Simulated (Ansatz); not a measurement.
# SnSe2 (P-3m1) in Ansatz: convergence with wavefunction cutoff

Aim: find how far wavefunction cutoff must go before the results for SnSe2 settle, at PBE. This setting moves, with any that are tied to it; all else stays.

Everything below comes from runs of Ansatz 0.2.0. Logs are shortened: lines on timing, memory, paths and dates and some standing lists are left out, and cuts for length are marked.

## (1) The structure

It takes space group P-3m1 (No. 164, trigonal). The conventional cell has a = 3.811 Å, b = 3.811 Å, c = 6.136 Å, α = 90.00°, β = 90.00°, γ = 120.00°. Around Sn (site symmetry -3m) lie 6 Se at 2.68 Å. Se (site symmetry 3m) is surrounded by 3 Sn at 2.68 Å.

## (2) With wavefunction cutoff 400 eV

input.yaml

```yaml
crystal:
  lattice:
    - [3.811, 0.0, 0.0]
    - [-1.9055, 3.3004228138, 0.0]
    - [0.0, 0.0, 6.136]
  atoms:
    - { symbol: Sn, position: [0.0, 0.0, 0.0] }
    - { symbol: Se, position: [0.6666666667, 0.3333333333, 0.751] }
    - { symbol: Se, position: [0.3333333333, 0.6666666667, 0.249] }
hamiltonian:
  xc: pbe
  pseudopotentials: { kind: paw, level: accurate }
kpoints:
  mp_grid: { grid: [7, 7, 4] }
scf:
  occupations: { method: fermi_dirac, width: 0.1 }
output:
  forces: true
  stress: true
  eigenvalues: true
basis:
  ecutwfc: "400 eV"
```

Potentials or basis: Ansatz PAW earlier set.

Started as:

```sh
$ ansatz run input.yaml --threads 2 --pin off --max-ram 5632MiB --backend cpu --events-out ev --progress --plain --runs-dir out
```

Wall time 4.4 s (2 threads of Intel Xeon at 2.50GHz (Skylake/Cascade Lake), shared host); peak memory 0.41 GiB.

Results:

| Quantity | Value |
| --- | --- |
| Free energy | -20661.8596 eV |
| Pressure | 5.3 GPa |
| Largest force | 0.761 eV/Å |
| Band gap on the k mesh | 0.82 eV, indirect (least direct gap 1.11 eV) |

## (3) With wavefunction cutoff 500 eV

input.yaml, as its differences from that of step 2:

```diff
@@ -21,2 +21,2 @@
 basis:
-  ecutwfc: "400 eV"
+  ecutwfc: "500 eV"
```

Potentials or basis: Ansatz PAW earlier set.

Started as:

```sh
$ ansatz run input.yaml --threads 2 --pin off --max-ram 5632MiB --backend cpu --events-out ev --progress --plain --runs-dir out
```

It took 6 s on 2 threads of Intel Xeon at 2.50GHz (Skylake/Cascade Lake), shared host; peak memory 0.44 GiB.

What came out:

```
Free energy            : -20664.4181 eV
Pressure               : 5.5 GPa
Largest force          : 0.785 eV/Å
Band gap on the k mesh : 0.82 eV, indirect (least direct gap 1.11 eV)
```

## (4) With wavefunction cutoff 600 eV

input.yaml, as its differences from that of step 3:

```diff
@@ -21,2 +21,2 @@
 basis:
-  ecutwfc: "500 eV"
+  ecutwfc: "600 eV"
```

Started as:

```sh
$ ansatz run input.yaml --threads 2 --pin off --max-ram 5632MiB --backend cpu --events-out ev --progress --plain --runs-dir out
```

Run time: 7.5 s. Hardware: 2 threads of Intel Xeon at 2.50GHz (Skylake/Cascade Lake), shared host; peak memory 0.47 GiB.

Results:

```yaml
Free_energy: -20664.5024 eV
Pressure: 5.5 GPa
Largest_force: 0.787 eV/Å
Band_gap_on_the_k_mesh: 0.82 eV, indirect (least direct gap 1.11 eV)
```

## (5) With wavefunction cutoff 700 eV

input.yaml, as its differences from that of step 4:

```diff
@@ -21,2 +21,2 @@
 basis:
-  ecutwfc: "600 eV"
+  ecutwfc: "700 eV"
```

Started as:

```sh
$ ansatz run input.yaml --threads 2 --pin off --max-ram 5632MiB --backend cpu --events-out ev --progress --plain --runs-dir out
```

Run time: 8.1 s. Hardware: 2 threads of Intel Xeon at 2.50GHz (Skylake/Cascade Lake), shared host; peak memory 0.52 GiB.

Results:

```yaml
Free_energy: -20664.5028 eV
Pressure: 5.5 GPa
Largest_force: 0.787 eV/Å
Band_gap_on_the_k_mesh: 0.82 eV, indirect (least direct gap 1.11 eV)
```

## (6) With wavefunction cutoff 850 eV

input.yaml, as its differences from that of step 5:

```diff
@@ -21,2 +21,2 @@
 basis:
-  ecutwfc: "700 eV"
+  ecutwfc: "850 eV"
```

Potentials or basis: Ansatz PAW earlier set.

Started as:

```sh
$ ansatz run input.yaml --threads 2 --pin off --max-ram 5632MiB --backend cpu --events-out ev --progress --plain --runs-dir out
```

Run time: 11 s. Hardware: 2 threads of Intel Xeon at 2.50GHz (Skylake/Cascade Lake), shared host; peak memory 0.58 GiB.

Results (log left out):

```yaml
Free_energy: -20664.5030 eV
Pressure: 5.5 GPa
Largest_force: 0.787 eV/Å
Band_gap_on_the_k_mesh: 0.82 eV, indirect (least direct gap 1.11 eV)
```

## (7) With wavefunction cutoff 1000 eV

input.yaml, as its differences from that of step 6:

```diff
@@ -21,2 +21,2 @@
 basis:
-  ecutwfc: "850 eV"
+  ecutwfc: "1000 eV"
```

Started as:

```sh
$ ansatz run input.yaml --threads 2 --pin off --max-ram 5632MiB --backend cpu --events-out ev --progress --plain --runs-dir out
```

Run time: 14 s. Hardware: 2 threads of Intel Xeon at 2.50GHz (Skylake/Cascade Lake), shared host; peak memory 0.64 GiB.

Results (log left out):

```
Free energy            : -20664.5033 eV
Pressure               : 5.5 GPa
Largest force          : 0.787 eV/Å
Band gap on the k mesh : 0.82 eV, indirect (least direct gap 1.11 eV)
```

## (8) With wavefunction cutoff 1200 eV

input.yaml, as its differences from that of step 7:

```diff
@@ -21,2 +21,2 @@
 basis:
-  ecutwfc: "1000 eV"
+  ecutwfc: "1200 eV"
```

Started as:

```sh
$ ansatz run input.yaml --threads 2 --pin off --max-ram 5632MiB --backend cpu --events-out ev --progress --plain --runs-dir out
```

Run time: 19 s. Hardware: 2 threads of Intel Xeon at 2.50GHz (Skylake/Cascade Lake), shared host; peak memory 0.76 GiB.

Results (log left out):

```yaml
Free_energy: -20664.5034 eV
Pressure: 5.5 GPa
Largest_force: 0.787 eV/Å
Band_gap_on_the_k_mesh: 0.82 eV, indirect (least direct gap 1.11 eV)
```

## (9) With wavefunction cutoff 1400 eV

input.yaml, as its differences from that of step 8:

```diff
@@ -21,2 +21,2 @@
 basis:
-  ecutwfc: "1200 eV"
+  ecutwfc: "1400 eV"
```

Potentials or basis: Ansatz PAW earlier set.

Started as:

```sh
$ ansatz run input.yaml --threads 2 --pin off --max-ram 5632MiB --backend cpu --events-out ev --progress --plain --runs-dir out
```

It took 24 s on 2 threads of Intel Xeon at 2.50GHz (Skylake/Cascade Lake), shared host; peak memory 0.85 GiB.

Results (log left out):

```
Free energy            : -20664.5036 eV
Pressure               : 5.5 GPa
Largest force          : 0.787 eV/Å
Band gap on the k mesh : 0.82 eV, indirect (least direct gap 1.11 eV)
```

## (10) With wavefunction cutoff 1700 eV

input.yaml, as its differences from that of step 9:

```diff
@@ -21,2 +21,2 @@
 basis:
-  ecutwfc: "1400 eV"
+  ecutwfc: "1700 eV"
```

Potentials or basis: Ansatz PAW earlier set.

Started as:

```sh
$ ansatz run input.yaml --threads 2 --pin off --max-ram 5632MiB --backend cpu --events-out ev --progress --plain --runs-dir out
```

What it wrote:

```text
Warning: RAYON_NUM_THREADS=2 ignored (pool sized by the plan → 2); use --threads N
Engine: ansatz 0.2.0, x86_64-unknown-linux-gnu
Pseudopotentials: kind: paw, level: accurate
Pseudopotential: Sn, paw, valence charge 22, recommended cutoff 770 eV (high), Sn.paw.azcp
Pseudopotential: Se, paw, valence charge 16, recommended cutoff 580 eV (normal), Se.paw.azcp#accurate
Functional definition: PBE
  parameter kappa = 0.804
  parameter beta = 0.06672455060314922
  exchange = pbe_x(kappa = kappa, mu = beta*pi^2/3)
  correlation = pbe_c(beta = beta)
Crystal: 3 atoms, lattice volume = 77.178 Å³
Basis set: ecut = 1700 eV, 12299 PW (Γ), exchange–correlation on 108×108×180 points (8 copies of the dense FFT grid, shifted against one another)
Bands: 33, of which v1, the nominal top of the filled ones, is band 27 counted from 1 (26 counted from 0)
Symmetry: 12 space group operations
Space group: P-3m1 (ITA 164), of the structure as read, at distance tolerance 4.3e-5 Å
k-points: 28 of 196
Non-local potential: Sn, projectors of the file, l = 0: 3, l = 1: 3, l = 2: 3, l = 3: 2
Non-local potential: Se, projectors of the file, l = 0: 3, l = 1: 3, l = 2: 3, l = 3: 2, l = 4: 1
PAW form: soft (Blöchl's): semilocal exchange-correlation on the pseudo side does not see the compensation charge
PAW one-centre angular grid: Sn, 590 points (default); XC on 64 Gauss nodes
PAW one-centre angular grid: Se, 590 points (default); XC on 64 Gauss nodes
Initial density: superposition of atomic densities (chi_scale 0.1, normalization cell, long waves kept (reshape's long-wave potential 0.11 eV rms))
Initial wavefunctions: pseudopotential atomic-orbital guess
Functional: x = pbe(κ = 0.804, μ = 0.2195149727645171), c = pbe(β = 0.06672455060314922)
SCF iter   1: F=—  HF=-20665.342693 eV  |F-HF|=—  |Δ(HF+E_count)|=         —  Δρ=4.63e-2  dr2=3.04e0  ethr=3.10e-3  ⟨swp⟩=6.6  Hψ=3898  notcnv=0  defer=3
preconditioner: auto → Resta (q_TF=auto, 2.571 Å⁻¹)  ε∞=3.6  [insulator: Δε(μ)=0.416 eV  Ē_g=10.576 eV  σ=0.100 eV  W_gap=0.77  n_scr=22 (ndim 8)  ℏωp=16.9 eV  f_vac=0.080  D(μ)=0.22/eV (n_scr^D=0)  ε∞_Penn≈3.6]
SCF iter   2: F=—  HF=-20664.560023 eV  |F-HF|=—  |Δ(HF+E_count)|=   7.83e-1  Δρ=1.79e-2  dr2=2.66e-1  ethr=3.10e-3  ⟨swp⟩=3.0  Hψ=1791  notcnv=0  defer=24
SCF iter   3: F=—  HF=-20664.503006 eV  |F-HF|=—  |Δ(HF+E_count)|=   5.70e-2  Δρ=7.52e-3  dr2=3.11e-2  ethr=4.92e-4  ⟨swp⟩=3.0  Hψ=1207  notcnv=0  defer=24
SCF iter   4: F=—  HF=-20664.502888 eV  |F-HF|=—  |Δ(HF+E_count)|=   1.18e-4  Δρ=1.34e-3  dr2=1.45e-3  ethr=5.76e-5  ⟨swp⟩=2.1  Hψ=1616  notcnv=0  defer=24
SCF iter   5: F=—  HF=-20664.503530 eV  |F-HF|=—  |Δ(HF+E_count)|=   6.42e-4  Δρ=4.25e-4  dr2=1.27e-4  ethr=2.69e-6  ⟨swp⟩=2.7  Hψ=1564  notcnv=0  defer=24
SCF iter   6: F=—  HF=-20664.503776 eV  |F-HF|=—  |Δ(HF+E_count)|=   2.46e-4  Δρ=9.54e-5  dr2=7.09e-6  ethr=2.35e-7  ⟨swp⟩=2.0  Hψ=1130  notcnv=0  defer=24
SCF iter   7: F=—  HF=-20664.503760 eV  |F-HF|=—  |Δ(HF+E_count)|=   1.66e-5  Δρ=3.94e-5  dr2=7.31e-7  ethr=1.31e-8  ⟨swp⟩=2.0  Hψ=1655  notcnv=0  defer=24
SCF iter   8: F=-20664.503761 eV  HF=-20664.503761 eV  |F-HF|=2.72e-7  |Δ(HF+E_count)|=   1.07e-6  Δρ=8.89e-6  dr2=8.41e-8  ethr=1.85e-10  ⟨swp⟩=11.3  Hψ=4693  notcnv=0
SCF 1 converged in 8 iterations: F = -20664.503761 eV  dr2 = 8.41e-8
SCF converged after 8 iterations
Free energy (F): -20664.503761 eV
Harris-Foulkes:  -20664.503761 eV  (|F-HF|=2.72e-7)
Internal energy: -20664.501018 eV  (E = F + TS)
E sigma→0 (E₀):  -20664.502390 eV
Entropy (-TS):   -0.002743 eV (-0.914 meV/atom)
Fermi energy:    9.130953 eV
--- Per-component energies (eV) ---
  E_band       = -1530.335277
  E_kinetic    = 1180.630287
  E_local      = -13284.153196  (includes V_loc(G=0)·N_el)
  E_nonlocal   = 1327.224571
  E_hartree    = 5187.127461
  E_xc         = -737.027342
  E_vxc        = -500.814175  (∫ρ·V_xc dr)
  E_paw        = -8093.234086  (= ΣΔE_a, less E_core_relax)
  E_vpaw       = -627.472712  (= ΣTr[D̂ρ^β], less what the cores' own moments, if any, meet on the grid)
  E_core_relax = -0.000360  (the energy of the cores' relaxation)
  E_aug_tail   = 0.000000  (compensation charges beyond the density's cutoff)
  E_ewald      = -6245.068353
  E_smearing   = -0.002743  (= −TS)
  E_closure    = -0.000000  (closes the sum)
  Σ components = -20664.503761   (vs F -20664.503761, Δ=0.00e0)
--- Forces (eV/Å), atoms counted from 1 ---
  atom   1  Sn     0.00000000    -0.00000000     0.00000000
  atom   2  Se    -0.00000000    -0.00000000    -0.78691740
  atom   3  Se     0.00000000     0.00000000     0.78691740
  max |Σ_I F_I| component: 7.40e-17 eV/Å
--- Stress (GPa, compression-positive) ---
        5.063032      -0.000000      -0.000000
       -0.000000       5.063032      -0.000000
       -0.000000       0.000000       6.520846
  P = ⅓ Tr σ = 5.5490 GPa (55.490 kbar)
--- Band table (eV; the first three rows and the last of 28) ---
  k-point 0: bands = ["-120.5062", "-76.2916", "-76.2916", "-76.2880", "-38.1087", "-38.1087", "-38.1087", "-38.1087", "-38.0759", "-38.0759", "-38.0753", "-38.0753", "-38.0630", "-38.0628", "-12.5905", "-12.5905", "-12.5524", "-12.5376", "-12.5376", "-5.3134", "-3.5383", "2.6210", "7.9873", "7.9873", "8.2930", "8.2930", "8.6752", "9.7831", "11.6379", "13.3322", "13.3322", "16.8252", "17.6401"]
  k-point 1: bands = ["-120.5062", "-76.2916", "-76.2916", "-76.2880", "-38.1087", "-38.1087", "-38.1087", "-38.1087", "-38.0758", "-38.0758", "-38.0753", "-38.0753", "-38.0630", "-38.0628", "-12.5905", "-12.5905", "-12.5523", "-12.5376", "-12.5376", "-5.2356", "-3.7019", "3.0268", "7.5235", "7.9346", "7.9346", "8.3766", "8.3766", "10.6332", "11.6435", "13.1932", "13.1932", "17.0982", "17.3206"]
  k-point 2: bands = ["-120.5062", "-76.2916", "-76.2916", "-76.2880", "-38.1087", "-38.1087", "-38.1087", "-38.1087", "-38.0757", "-38.0757", "-38.0755", "-38.0755", "-38.0629", "-38.0629", "-12.5905", "-12.5905", "-12.5523", "-12.5376", "-12.5376", "-5.1419", "-3.8763", "3.5421", "6.6413", "7.8969", "7.8969", "8.4460", "8.4460", "11.1389", "11.6091", "13.0617", "13.0617", "16.8579", "17.0834"]
  k-point 27: bands = ["-120.5062", "-76.2918", "-76.2918", "-76.2880", "-38.1085", "-38.1084", "-38.1083", "-38.1083", "-38.0758", "-38.0757", "-38.0757", "-38.0756", "-38.0626", "-38.0626", "-12.6244", "-12.5981", "-12.5421", "-12.5311", "-12.5165", "-3.3841", "-3.0883", "1.3595", "4.3080", "4.6538", "5.3400", "8.1526", "8.3364", "11.1278", "13.2712", "13.7844", "14.9243", "16.5547", "17.1368"]
```

It took 32 s on 2 threads of Intel Xeon at 2.50GHz (Skylake/Cascade Lake), shared host; peak memory 1.1 GiB.

What came out:

```
Free energy            : -20664.5038 eV
Pressure               : 5.5 GPa
Largest force          : 0.787 eV/Å
Band gap on the k mesh : 0.82 eV, indirect (least direct gap 1.11 eV)
```

## (11) Result

```
wavefunction cutoff  energy less the tightest run, at zero smearing (meV/atom)  pressure (GPa)  largest force (eV/Å)  gap on the mesh (eV)  SCF cycles  CPU time (s)  peak memory (GiB)
             400 eV                                                     881.38            5.33                 0.761                 0.822           8           7.6               0.41
             500 eV                                                      28.54            5.53                 0.785                 0.818           8            10               0.44
             600 eV                                                       0.47            5.55                 0.787                 0.817           8            13               0.47
             700 eV                                                       0.32            5.55                 0.787                 0.817           8            15               0.52
             850 eV                                                       0.24            5.55                 0.787                 0.817           8            21               0.58
            1000 eV                                                       0.15            5.55                 0.787                 0.817           8            26               0.64
            1200 eV                                                       0.11            5.55                 0.787                 0.817           8            35               0.76
            1400 eV                                                       0.05            5.55                 0.787                 0.817           8            45               0.85
            1700 eV                                                       0.00            5.55                 0.787                 0.817           8            61                1.1
```

Against the tightest run, the energy stays within 1 meV/atom from 600 eV on; the pressure stays within 0.1 GPa from 500 eV on; the largest force stays within 0.005 eV/Å from 500 eV on; the gap on the mesh stays within 0.01 eV from 400 eV on. The tightest run that finished is the yardstick and may itself not be fully converged.

Caveats: odd divisions of the mesh miss points on the zone boundary, where band edges often lie, so the gap on the mesh can be too wide; spin-orbit coupling is left out, which moves the levels of the heavy elements; this functional lacks dispersion, which binds the layers, so the pressure and a relaxed spacing across them are unreliable.
